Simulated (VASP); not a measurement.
LiH:

```
CELL_PARAMETERS angstrom
0.00000 2.03675 2.03675
2.03675 0.00000 2.03675
2.03675 2.03675 0.00000
ATOMIC_POSITIONS crystal
Li 0.00000 0.00000 0.00000
H 0.50000 0.50000 0.50000
```

Base run:

* Program: VASP 6.6.1
* Functional: HSE06
* Potentials or basis: VASP PAW PBE potentials, release 64 (Li_sv, H)
* Cutoff: 520 eV
* k mesh: 8 × 8 × 8
* Occupations: gaussian, width 0.02 eV
* Spin: no spin polarisation

Its results: band gap on the k mesh 4.01 eV, direct.

The run is repeated on the same cell with these changes: functional from HSE06 to HSE03. What comes out?

Band gap on the k mesh 3.80 eV, direct.
